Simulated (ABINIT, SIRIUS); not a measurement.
Given: the input of a run of SIRIUS 7.12.0 on Sn. This isn't the form of Sn at room conditions, which is tetragonal (white tin).

Contents of sirius.json:

```json
{
  "control": {
    "processing_unit": "cpu",
    "verbosity": 2,
    "num_bands_to_print": 14,
    "print_forces": true,
    "print_stress": true
  },
  "parameters": {
    "electronic_structure_method": "pseudopotential",
    "xc_functionals": ["XC_GGA_X_PBE_SOL", "XC_GGA_C_PBE_SOL"],
    "gk_cutoff": 8.5,
    "pw_cutoff": 17.0,
    "ngridk": [10, 10, 10],
    "shiftk": [0, 0, 0],
    "smearing": "fermi_dirac",
    "smearing_width": 0.0018374661,
    "num_bands": 14,
    "num_mag_dims": 0,
    "num_dft_iter": 100,
    "energy_tol": 1e-08,
    "density_tol": 1e-06
  },
  "iterative_solver": {
    "type": "davidson",
    "min_tolerance": 1e-10
  },
  "mixer": {
    "type": "anderson",
    "beta": 0.7,
    "max_history": 8
  },
  "settings": {
    "tol_ne": 1e-10,
    "pseudo_grid_cutoff": 6.5
  },
  "unit_cell": {
    "lattice_vectors": [
      [-0.612008841979, 0.612008841979, 0.500889563355],
      [0.612008841979, -0.612008841979, 0.500889563355],
      [0.612008841979, 0.612008841979, -0.500889563355]
    ],
    "lattice_vectors_scale": 6.2656157538,
    "atom_coordinate_units": "lattice",
    "atom_types": ["Sn"],
    "atom_files": {
      "Sn": "Sn.json"
    },
    "atoms": {
      "Sn": [
        [0.0, 0.0, 0.0]
      ]
    }
  }
}
```

Potentials or basis: PseudoDojo 0.4.1 PBEsol standard (scalar relativistic).

The run is started by

```sh
$ upf_to_json Sn.upf
$ OMP_NUM_THREADS=1 sirius.scf --input=sirius.json --output=out.json --task=0
```

Problem. Set up the same calculation for ABINIT 10.8.3 (patched build). Potentials or basis there: PseudoDojo NC SR PBEsol v0.4.1 standard, cutoff 980 eV.

Solution. As run (cutoffs and basis follow the program's own potentials, and thresholds, step limits or extra output files can differ):

File run.abi:

```
# Pseudopotentials
pp_dirpath "./"
pseudos "Sn.upf"

# Structure
acell 3.3156210692 3.3156210692 3.3156210692 Angstrom
rprim
    -0.6120088420     0.6120088420     0.5008895634
     0.6120088420    -0.6120088420     0.5008895634
     0.6120088420     0.6120088420    -0.5008895634
ntypat 1
znucl 50
natom 1
typat 1
xred
     0.0000000000     0.0000000000     0.0000000000

# Plane-wave basis
ecut 36.0

# k points
kptopt 1
ngkpt 10 10 10
nshiftk 1
shiftk 0.0 0.0 0.0

# Exchange and correlation
ixc -116133

# Bands and occupations
nband 11
occopt 3
tsmear 0.00183747

# SCF cycle
nstep 100
tolvrs 1.0e-10

# Output
iomode 3
prtwf 0
prtden 0
prteig 0
prtebands 0
```

Potentials or basis: PseudoDojo NC SR PBEsol v0.4.1 standard.

Launch:

```sh
$ abinit run.abi > log 2>&1
```

Both were run:

|  | SIRIUS | ABINIT |
| --- | --- | --- |
| Pressure | -1.9 GPa | -1.9 GPa |

Pressure is positive in compression.
